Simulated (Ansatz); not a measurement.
# Pressure against volume: Cl

```cif
data_structure
_symmetry_space_group_name_H-M 'Pm-3m'
_symmetry_Int_Tables_number 221
_cell_length_a 2.8605
_cell_length_b 2.8605
_cell_length_c 2.8605
_cell_angle_alpha 90.000
_cell_angle_beta 90.000
_cell_angle_gamma 90.000
_cell_volume 23.40
loop_
_atom_site_label
_atom_site_type_symbol
_atom_site_symmetry_multiplicity
_atom_site_Wyckoff_symbol
_atom_site_fract_x
_atom_site_fract_y
_atom_site_fract_z
_atom_site_occupancy
Cl1 Cl 1 a 0.00000 0.00000 0.00000 1
```

The runs use the primitive cell with vectors (2.860, 0.000, 0.000), (0.000, 2.860, 0.000), (0.000, 0.000, 2.860) Å, to which the k mesh refers.

The cell was built from the sc type and relaxed in the same program, and has space group Pm-3m; it needn't be a known or the stable phase.

Methods: DFT, PBE, all-electron LAPW, scalar-relativistic (Ansatz 0.2.0); DFT, PBE, PAW with Ansatz's default frozen-core files, scalar-relativistic (Ansatz 0.2.0).

For LAPW: a Γ-centred 18×18×18 k mesh, Fermi–Dirac smearing of 0.05 eV, basis error target 0.5 meV/atom, no spin polarisation. PAW takes a cutoff of 420 eV at this cell. The Ansatz runs share mesh, smearing and spin set-up. Plane-wave (PAW) pressures include the program's estimate of the Pulay term.

The cell above is scaled evenly, with fractional coordinates and shape held.

```
V/V(cell)  V (Å³/atom)  P, LAPW (GPa)  P, PAW (GPa)
   0.9500       22.235              ?             ?
   0.9750       22.820           0.95          0.94
   1.0000       23.405           0.03          0.02
   1.0250       23.990          -0.76         -0.77
   1.0500       24.575          -1.43         -1.44
```

Problem. Fill in the row V/V(cell) = 0.9500.

Solution. P, LAPW (GPa) = 2.03, P, PAW (GPa) = 2.02.

Problem. What do Birch–Murnaghan fits to the pressures give?

Solution. LAPW: V0 = 23.42 Å³/atom, B0 = 34 GPa, B0′ = 5.4; PAW: V0 = 23.42 Å³/atom, B0 = 34 GPa, B0′ = 5.4.

PAW's V0 lies -0.02 % from the all-electron value and its B0 0.0 %. Symmetry fixes shape and coordinates here, so this is the relaxed modulus.
